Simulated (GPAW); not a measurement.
Here is a GPAW 26.7.0 calculation.

File run.py:

```python
from ase.dft.bandgap import bandgap
from ase.io import read, write
from ase.units import GPa
from gpaw import GPAW, PW

atoms = read('ZnO.xyz')

calc = GPAW(mode=PW(800),
            xc='PBE',
            kpts={'size': (9, 9, 5), 'gamma': True},
            occupations={'name': 'fermi-dirac', 'width': 0.05},
            nbands=31,
            convergence={'density': 1e-05, 'energy': 1e-05},
            maxiter=150,
            txt='gpaw.txt')
atoms.calc = calc
energy = atoms.get_potential_energy()
forces = atoms.get_forces()
stress = atoms.get_stress()
calc.write('gs.gpw')
write('result.traj', atoms)
print(f'Energy: {energy:.6f} eV')
print('Forces (eV/A):')
print(forces.round(4))
print('Stress (GPa):', (stress / GPa).round(3))
print('Fermi level:', round(calc.get_fermi_level(), 4), 'eV')
print(f'Gap: {bandgap(calc)[0]:.4f} eV, direct: {bandgap(calc, direct=True)[0]:.4f} eV')

path = atoms.cell.bandpath('GMKGALHA,LM,KH', npoints=80, eps=1e-4)
bs_calc = calc.fixed_density(kpts=path, symmetry='off', nbands=45,
                             convergence={'bands': 'CBM+6.0', 'eigenstates': 1e-6}, txt='bands.txt')
bs = bs_calc.band_structure()
bs.write('bs.json')
print(f'Gap on the path: {bandgap(bs_calc)[0]:.4f} eV')
```

Contents of ZnO.xyz:

```xyz
4
Lattice="3.2493080000 0.0000000000 0.0000000000 -1.6246540000 2.8139832727 0.0000000000 0.0000000000 0.0000000000 5.2057090000" Properties=species:S:1:pos:R:3 pbc="T T T"
Zn     1.6246540002      0.9379944241      0.0000000000
Zn    -0.0000000002      1.8759888486      2.6028545000
O     -0.0000000002      1.8759888486      4.5758702681
O      1.6246540002      0.9379944241      1.9730157681
```

Potentials or basis: GPAW PAW data sets (gpaw-data 1.2.1), pw.

Run with:

```console
$ OMP_NUM_THREADS=1 python run.py
```

(1) Predict the band gap on the k mesh.

(2) Predict the pressure.

## Answers

(1) 0.80 eV, direct.

(2) 5.1 GPa.

**Experimental background.**

“Electronic structure of alkaline earth and post-transition metal oxides”, 2009, arxiv:0908.1581 quotes, for a bulk crystal of ZnO: band gap 3.37 eV.

Measured gap of ZnO: 3.37 eV (quoted in “Electronic structure of alkaline earth and post-transition metal oxides”, 2009, arxiv:0908.1581). This calculation gives 0.80 eV (-2.57 eV). So large a miss can be the level of theory's own, or it may mean another phase, state or a wrong row. The value is that of PBE, without temperature or zero-point motion. Semilocal functionals fall short of measured gaps as a rule.
